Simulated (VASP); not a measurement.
# SiC (P6_3mc) in VASP: further runs

One crystal, SiC, is run at these levels: PBE; tasks: relaxation of cell and atoms.

All numbers are computed with VASP 6.6.1; they aren't measurements. Logs are shortened: lines on timing, memory, paths and dates and some standing lists are left out, and cuts for length are marked.

## 1. Starting point

It takes space group P6_3mc (No. 186, hexagonal). Conventional cell: a = 3.076 Å, b = 3.076 Å, c = 5.048 Å, α = 90.00°, β = 90.00°, γ = 120.00°. Si (site symmetry 3m) is surrounded by 4 C at 1.87 to 1.94 Å. C (site symmetry 3m) is surrounded by 4 Si at 1.87 to 1.94 Å.

## 2. Relaxation of cell and atoms, PBE

INCAR

```
ALGO = Normal ; EDIFF = 1E-7
EDIFFG = -0.002 ; ENCUT = 520
GGA = PE ; IBRION = 2
ISIF = 3 ; ISMEAR = 0
LASPH = T ; LCHARG = F
LREAL = F ; LWAVE = F
NELM = 100 ; NSW = 80
PREC = Accurate ; SIGMA = 0.02
```

KPOINTS

```
k-points
0
Gamma
  9 9 4
```

POSCAR

```
SiC
1.0
    3.0760000000      0.0000000000      0.0000000000
   -1.5380000000      2.6638941400      0.0000000000
    0.0000000000      0.0000000000      5.0480000000
Si C
2 2
Direct
    0.3333333300      0.6666666700      0.0000000000
    0.6666666700      0.3333333300      0.5000000000
    0.3333333300      0.6666666700      0.3850000000
    0.6666666700      0.3333333300      0.8850000000
```

Potentials or basis: VASP PAW PBE potentials, release 64 (Si, C).

Command:

```
> cat potpaw_PBE.64/Si/POTCAR potpaw_PBE.64/C/POTCAR > POTCAR
> mpirun -np 1 vasp_std > vasp.out
```

OUTCAR:

```text
EDIFF = 1E-7
   EDIFFG = -0.002
   ENCUT = 520
   GGA = PE
   IBRION = 2
   ISIF = 3
   ISMEAR = 0
   LASPH = T
   LREAL = F
   NELM = 100
   NSW = 80
   PREC = Accurate

 ion  position               nearest neighbor table
   1  0.333  0.667  0.000-   4 1.87   4 1.87   4 1.87   3 1.94   2 3.09   2 3.09   2 3.09   2 3.09
                             2 3.09   2 3.09
   2  0.667  0.333  0.500-   3 1.87   3 1.87   3 1.87   4 1.94   1 3.09   1 3.09   1 3.09   1 3.09
                             1 3.09   1 3.09
   3  0.333  0.667  0.385-   2 1.87   2 1.87   2 1.87   1 1.94
   4  0.667  0.333  0.885-   1 1.87   1 1.87   1 1.87   2 1.94

  LATTYP: Found a hexagonal cell.
 ALAT       =     3.0760000000
 C/A-ratio  =     1.6410923277

  Lattice vectors:

 A1 = (   3.0760000000,   0.0000000000,   0.0000000000)
 A2 = (  -1.5380000000,   2.6638941400,   0.0000000000)
 A3 = (   0.0000000000,   0.0000000000,   5.0480000000)

Analysis of symmetry for initial positions (statically):
=====================================================================
 Subroutine PRICEL returns:
 Original cell was already a primitive cell.

 Routine SETGRP: Setting up the symmetry group for a
 hexagonal supercell.

 Subroutine GETGRP returns: Found 12 space group operations
 (whereof  6 operations were pure point group operations)
 out of a pool of 24 trial point group operations.

The static configuration has the point symmetry C_3v.
 The point group associated with its full space group is C_6v.

Analysis of symmetry for dynamics (positions and initial velocities):
=====================================================================
 Subroutine PRICEL returns:
 Original cell was already a primitive cell.

 Routine SETGRP: Setting up the symmetry group for a
 hexagonal supercell.

 Subroutine GETGRP returns: Found 12 space group operations
 (whereof  6 operations were pure point group operations)
 out of a pool of 24 trial point group operations.

The dynamic configuration has the point symmetry C_3v.
 The point group associated with its full space group is C_6v.

 Subroutine INISYM returns: Found 12 space group operations
 (whereof  6 operations are pure point group operations),
 and found     1 'primitive' translations

----------------------------------------------------------------------------------------

                                     Primitive cell

  volume of cell :      41.3640

  direct lattice vectors                    reciprocal lattice vectors
     3.076000000  0.000000000  0.000000000     0.325097529  0.187695146  0.000000000
    -1.538000000  2.663894140  0.000000000     0.000000000  0.375390292  0.000000000
     0.000000000  0.000000000  5.048000000     0.000000000  0.000000000  0.198098257

  length of vectors
     3.076000000  3.075999998  5.048000000     0.375390292  0.375390292  0.198098257

  position of ions in fractional coordinates (direct lattice)
     0.333333330  0.666666670  0.000000000
     0.666666670  0.333333330  0.500000000
     0.333333330  0.666666670  0.385000000
     0.666666670  0.333333330  0.885000000

  ion indices of the primitive-cell ions
   primitive index   ion index
                 1           1
                 2           2
                 3           3
                 4           4

----------------------------------------------------------------------------------------

 KPOINTS: k-points

Automatic generation of k-mesh.
 Grid dimensions read from file:
 generate k-points for:    9    9    4

 Generating k-lattice:

  Cartesian coordinates                     Fractional coordinates (reciprocal lattice)
     0.036121948  0.020855016  0.000000000     0.111111111  0.000000000  0.000000000
     0.000000000  0.041710032  0.000000000     0.000000000  0.111111111  0.000000000
     0.000000000  0.000000000  0.049524564     0.000000000  0.000000000  0.250000000

  Length of vectors
     0.041710032  0.041710032  0.049524564

  Shift w.r.t. Gamma in fractional coordinates (k-lattice)
     0.000000000  0.000000000  0.000000000

 Subroutine IBZKPT returns following result:
 ===========================================

 Found     36 irreducible k-points:

 Following reciprocal coordinates:
            Coordinates               Weight
  0.000000  0.000000  0.000000      1.000000
  0.111111  0.000000  0.000000      6.000000
  0.222222 -0.000000  0.000000      6.000000
  0.333333 -0.000000  0.000000      6.000000
  0.444444 -0.000000  0.000000      6.000000
  0.111111  0.111111  0.000000      6.000000
[... 16 lines left out ...]
  0.333333  0.222222  0.250000     24.000000
  0.333333  0.333333  0.250000      4.000000
 [... further k-points ...]
   k-points           NKPTS =     36   k-points in BZ     NKDIM =     36   number of bands    NBANDS=     12
   number of dos      NEDOS =    301   number of ions     NIONS =      4
   total plane-waves  NPLWV =  23040
   dimension x,y,z NGX =    24 NGY =   24 NGZ =   40
   dimension x,y,z NGXF=    48 NGYF=   48 NGZF=   80
   ions per type =               2   2
   NGX,Y,Z   is equivalent  to a cutoff of  12.97, 12.97, 13.17 a.u.
   NGXF,Y,Z  is equivalent  to a cutoff of  25.94, 25.94, 26.35 a.u.
 SYSTEM =  unknown system
   PREC   = accura    normal or accurate (medium, high low for compatibility)
   ISTART =      0    job   : 0-new  1-cont  2-samecut
   ICHARG =      2    charge: 1-file 2-atom 10-const
   ISPIN  =      1    spin polarized calculation?
   LNONCOLLINEAR =      F non collinear calculations
   LSORBIT =      F    spin-orbit coupling
   LASPH  =      T    aspherical Exc in radial PAW
   ENCUT  =  520.0 eV  38.22 Ry    6.18 a.u.   5.72  5.72  9.39*2*pi/ulx,y,z
   NELM   =    100;   NELMIN=  2; NELMDL= -5     # of ELM steps
   EDIFF  = 0.1E-06   stopping-criterion for ELM
   LREAL  =      F    real-space projection
   EDIFFG = -.2E-02   stopping-criterion for IOM
   NSW    =     80    number of steps for IOM
   IBRION =      2    ionic relax: 0-MD 1-quasi-New 2-CG
   NFREE  =      1    steps in history (QN), initial steepest desc. (CG)
   ISIF   =      3    stress and relaxation
   ISYM   =      2    0-nonsym 1-usesym 2-fastsym
   POTIM  = 0.5000    time-step for ionic-motion
   TEBEG  =    0.0;   TEEND  =   0.0 temperature during run
   PSTRESS=    0.0 pullay stress
   NELECT =      16.0000    total number of electrons
   NUPDOWN=      -1.0000    fix difference up-down
   EMIN   =  10.00;   EMAX   =-10.00  energy-range for DOS
   EFERMI =   0.00;   METHOD = LEGACY
   ISMEAR =     0;   SIGMA  =   0.02  broadening in eV -4-tet -1-fermi 0-gaus
   EFERMI_NEDOS =   21; number of points for ismear=-14 and -15
   IALGO  =     38    algorithm
   IMIX   =      4    mixing-type and parameters
     AMIX     =   0.40;   BMIX     =  1.00
     AMIX_MAG =   1.60;   BMIX_MAG =  1.00
  volume/ion in A,a.u.               =      10.34        69.78
  Fermi-wavevector in a.u.,A,eV,Ry     =   1.192817  2.254098 19.358549  1.422813
  Thomas-Fermi vector in A             =   2.328847
   LORBIT       =      0    0 simple, 1 ext, 2 COOP (PROOUT), +10 PAW based schemes
   GGA     = PE    functional components
   LHFCALC =     F    Hartree Fock is set to
   AEXX    =    0.0000 exact exchange contribution
   IVDW    =     0    specifies the selected vdW correction
   LEPSILON=     F    determine dielectric tensor
   LRPA    =     F    only Hartree local field effects (RPA)
 conjugate gradient relaxation of ions
 non-spin polarized calculation
 Gauss-broadening in eV      SIGMA  =   0.02
  energy-cutoff  :      520.00
  volume of cell :       41.36
 maximum number of plane-waves:      1124
 NGX is ok and might be reduce to    24
   NGX = 11   NGY = 11   NGZ = 19

--------------------------------------- Ionic step        1  -------------------------------------------

 number of electron      16.0000000 magnetization

 Free energy of the ion-electron system (eV)
  ---------------------------------------------------
  ext. energy  EPLUGINS =         0.00000000
  ---------------------------------------------------
  free energy    TOTEN  =       -30.06756965 eV

  energy without entropy =      -30.06756965  energy(sigma->0) =      -30.06756965

------------------------ aborting loop because EDIFF is reached ----------------------------------------

  FORCE on cell =-STRESS in cart. coord.  units (eV):
  Direction    XX          YY          ZZ          XY          YZ          ZX
  --------------------------------------------------------------------------------------
  -------------------------------------------------------------------------------------
  Total        1.3581081      1.3581081      0.1016966      0.0000000      0.0000000      0.0000000
  in kB       52.6044245     52.6044244      3.9390743      0.0000000      0.0000000      0.0000000
  external PRESSURE =      36.3826410 kB  Pullay stress =       0.0000000 kB
[... 213 lines left out ...]
  energy  without entropy=      -30.1102010716  energy(sigma->0) =      -30.11020107

--------------------------------------- Ionic step        7  -------------------------------------------

 number of electron      16.0000000 magnetization

 Free energy of the ion-electron system (eV)
  ---------------------------------------------------
  ext. energy  EPLUGINS =         0.00000000
  ---------------------------------------------------
  free energy    TOTEN  =       -30.11020996 eV

  energy without entropy =      -30.11020996  energy(sigma->0) =      -30.11020996

 E-fermi :   8.2034     XC(G=0): -11.2834

 val. band max:        8.0859429896   @ k =   0.0000   0.0000   0.0000
 cond. band min:      10.3895905075   @ k =   0.3333   0.3333   0.0000
 fundamental gap:      2.3036475179
 Fermi energy:         8.2034459685

 k-point     1 :       0.0000    0.0000    0.0000
  band No.  band energies     occupation
      1      -7.3607      2.00000
      2      -3.8508      2.00000
      3      -0.5230      2.00000
      4       6.7765      2.00000
      5       6.7765      2.00000
      6       7.9766      2.00000
      7       8.0859      2.00000
      8       8.0859      2.00000
      9      12.7611      0.00000
     10      14.1332      0.00000
     11      14.6614      0.00000
     12      14.6614      0.00000
[... 331 lines left out ...]
 k-point    24 :       0.3333    0.3333    0.2500
  band No.  band energies     occupation
      1      -2.7981      2.00000
      2      -2.7981      2.00000
      3       0.9857      2.00000
      4       0.9857      2.00000
      5       1.7233      2.00000
      6       3.6401      2.00000
      7       5.2947      2.00000
      8       5.2947      2.00000
      9      11.5947      0.00000
     10      14.5738      0.00000
     11      14.5738      0.00000
     12      15.8638      0.00000

 [... further k-points ...]

------------------------ aborting loop because EDIFF is reached ----------------------------------------

  FORCE on cell =-STRESS in cart. coord.  units (eV):
  Direction    XX          YY          ZZ          XY          YZ          ZX
  --------------------------------------------------------------------------------------
  -------------------------------------------------------------------------------------
  Total       -0.0000819     -0.0000819     -0.0007117      0.0000000      0.0000000      0.0000000
  in kB       -0.0031226     -0.0031226     -0.0271468      0.0000000      0.0000000      0.0000000
  external PRESSURE =      -0.0111307 kB  Pullay stress =       0.0000000 kB
[... 19 lines left out ...]
  FREE ENERGIE OF THE ION-ELECTRON SYSTEM (eV)
  ---------------------------------------------------
  free  energy   TOTEN  =       -30.1102099616 eV

  energy  without entropy=      -30.1102099616  energy(sigma->0) =      -30.11020996

 reached required accuracy - stopping structural energy minimisation
```

Wall time 61 s (1 thread of AMD EPYC 7R43 (Zen 3), shared host); peak memory 0.13 GiB.

Results:

```yaml
Free_energy: -30.1102 eV
Relaxed_volume: 10.50 Å³/atom
Relaxed_cell: a = 3.092 Å, b = 3.092 Å, c = 5.074 Å, α = 90.00°, β = 90.00°, γ = 120.00°
Space_group_after_relaxing_to_0.05_Å: P6_3mc (No. 186)
Energy_gained_by_relaxing: 10.7 meV/atom
Ionic_steps: 7
Pressure_after_relaxing: 0.0 GPa
Band_gap_on_the_k_mesh: 2.30 eV, indirect (least direct gap 3.98 eV)
```

Step by step:
| step | energy change (eV) | largest force (eV/Å) | pressure (GPa) | volume (Å³) |
| --- | --- | --- | --- | --- |
| 1 | 0.0000 | 0.7512 | 3.64 | 41.36 |
| 2 | -0.0029 | 0.6246 | -3.55 | 42.78 |
| 3 | -0.0396 | 0.0845 | -0.45 | 42.09 |
| 4 | -0.0426 | 0.0252 | 0.05 | 41.99 |
| 5 | -0.0426 | 0.0123 | -0.01 | 42.00 |
| 6 | -0.0426 | 0.0113 | 0.01 | 42.00 |
| 7 | -0.0426 | 0.0003 | 0.00 | 42.00 |

Final structure:
```
CELL_PARAMETERS angstrom
3.09176 0.00000 0.00000
-1.54588 2.67755 0.00000
0.00000 0.00000 5.07388
ATOMIC_POSITIONS crystal
Si 0.33333 0.66667 0.00457
Si 0.66667 0.33333 0.50457
C 0.33333 0.66667 0.38043
C 0.66667 0.33333 0.88043
```

Caveat: an odd mesh through Γ misses points on the zone boundary, where band edges often lie.

## 3. Relaxation of cell and atoms, PBE

This run uses another cell than the first one, of 10.50 Å³/atom, 1.015 times its volume.

INCAR is that of step 2.

KPOINTS is that of step 2.

POSCAR

```
SiC                                     
1.0
    3.0917635287      0.0000000000      0.0000000000
   -1.5458817644      2.6775457563     -0.0000000000
   -0.0000000000     -0.0000000000      5.0738839412
  Si              C             
     2     2
Direct
     0.3333333300000021    0.6666666699999979    0.0045734908192840
     0.6666666699999979    0.3333333300000021    0.5045734908192839
     0.3333333300000021    0.6666666699999979    0.3804265091807140
     0.6666666699999979    0.3333333300000021    0.8804265091807141
```

Potentials or basis: VASP PAW PBE potentials, release 64 (Si, C).

Command:

```
> cat potpaw_PBE.64/Si/POTCAR potpaw_PBE.64/C/POTCAR > POTCAR
> mpirun -np 1 vasp_std > vasp.out
```

OUTCAR:

```text
EDIFF = 1E-7
   EDIFFG = -0.002
   ENCUT = 520
   GGA = PE
   IBRION = 2
   ISIF = 3
   ISMEAR = 0
   LASPH = T
   LREAL = F
   NELM = 100
   NSW = 80
   PREC = Accurate

 ion  position               nearest neighbor table
   1  0.333  0.667  0.005-   4 1.89   4 1.89   4 1.89   3 1.91   2 3.10   2 3.10   2 3.10   2 3.10
                             2 3.10   2 3.10
   2  0.667  0.333  0.505-   3 1.89   3 1.89   3 1.89   4 1.91   1 3.10   1 3.10   1 3.10   1 3.10
                             1 3.10   1 3.10
   3  0.333  0.667  0.380-   2 1.89   2 1.89   2 1.89   1 1.91
   4  0.667  0.333  0.880-   1 1.89   1 1.89   1 1.89   2 1.91

[... 567 lines left out ...]
  -------------------------------------------------------------------------------------
  Total       -0.0010547     -0.0010547     -0.0023051      0.0000000      0.0000000      0.0000000
  in kB       -0.0402296     -0.0402296     -0.0879270      0.0000000      0.0000000      0.0000000
  external PRESSURE =      -0.0561287 kB  Pullay stress =       0.0000000 kB

 VOLUME and BASIS-vectors are now :
 -----------------------------------------------------------------------------
  energy-cutoff  :      520.00
  volume of cell :       42.00
      direct lattice vectors                 reciprocal lattice vectors
     3.091763529  0.000000000  0.000000000     0.323440001  0.186738172  0.000000000
    -1.545881764  2.677545756  0.000000000     0.000000000  0.373476344  0.000000000
     0.000000000  0.000000000  5.073883941     0.000000000  0.000000000  0.197087677

 POSITION                                       TOTAL-FORCE (eV/Angst)
 -----------------------------------------------------------------------------------
     -0.00000      1.78503      0.02321         0.000000     -0.000000     -0.000079
      1.54588      0.89252      2.56015        -0.000000      0.000000     -0.000079
     -0.00000      1.78503      1.93024        -0.000000      0.000000      0.000079
      1.54588      0.89252      4.46718         0.000000     -0.000000      0.000079
 -----------------------------------------------------------------------------------
    total drift:                               -0.000004      0.000002     -0.000072

  FREE ENERGIE OF THE ION-ELECTRON SYSTEM (eV)
  ---------------------------------------------------
  free  energy   TOTEN  =       -30.1104112655 eV

  energy  without entropy=      -30.1104112655  energy(sigma->0) =      -30.11041127

 reached required accuracy - stopping structural energy minimisation
```

OSZICAR:

```text
N       E                     dE             d eps       ncg     rms          rms(c)
DAV:   1     0.382897492321E+02    0.38290E+02   -0.75542E+03   864   0.120E+03
DAV:   2    -0.307032891742E+02   -0.68993E+02   -0.63885E+02  1280   0.188E+02
DAV:   3    -0.337163231316E+02   -0.30130E+01   -0.29989E+01  1144   0.403E+01
DAV:   4    -0.337504888783E+02   -0.34166E-01   -0.34137E-01  1060   0.509E+00
DAV:   5    -0.337510636929E+02   -0.57481E-03   -0.57470E-03  1116   0.628E-01    0.123E+01
DAV:   6    -0.302106599088E+02    0.35404E+01   -0.10581E+01  1044   0.207E+01    0.546E+00
DAV:   7    -0.301261996236E+02    0.84460E-01   -0.89241E-01  1108   0.627E+00    0.243E+00
DAV:   8    -0.301108464044E+02    0.15353E-01   -0.46816E-02  1004   0.161E+00    0.541E-01
DAV:   9    -0.301101266276E+02    0.71978E-03   -0.64709E-03  1092   0.618E-01    0.132E-01
DAV:  10    -0.301103959823E+02   -0.26935E-03   -0.75817E-04   996   0.196E-01    0.550E-02
DAV:  11    -0.301104094932E+02   -0.13511E-04   -0.12258E-04  1028   0.860E-02    0.127E-02
DAV:  12    -0.301104107463E+02   -0.12531E-05   -0.44013E-06  1060   0.172E-02    0.307E-03
DAV:  13    -0.301104112008E+02   -0.45458E-06   -0.23499E-07   908   0.409E-03    0.176E-03
DAV:  14    -0.301104112655E+02   -0.64671E-07   -0.19326E-08   596   0.123E-03
   1 F= -.30110411E+02 E0= -.30110411E+02  d E =-.301104E+02
```

Wall time 17 s (1 thread of AMD EPYC 7R43 (Zen 3), shared host); peak memory 0.13 GiB.

Results:

| Quantity | Value |
| --- | --- |
| Free energy | -30.1104 eV |
| Pressure after relaxing | 0.0 GPa |
| Band gap on the k mesh | 2.30 eV, indirect (least direct gap 3.98 eV) |

Final structure:
```
Si C
1.0
     3.09176    0.00000    0.00000
    -1.54588    2.67755    0.00000
     0.00000    0.00000    5.07388
Si C
2 2
Direct
  0.33333 0.66667 0.00457
  0.66667 0.33333 0.50457
  0.33333 0.66667 0.38043
  0.66667 0.33333 0.88043
```

Caveat: the relaxation stopped at its first step, so nothing moved; an odd mesh through Γ misses points on the zone boundary, where band edges often lie.
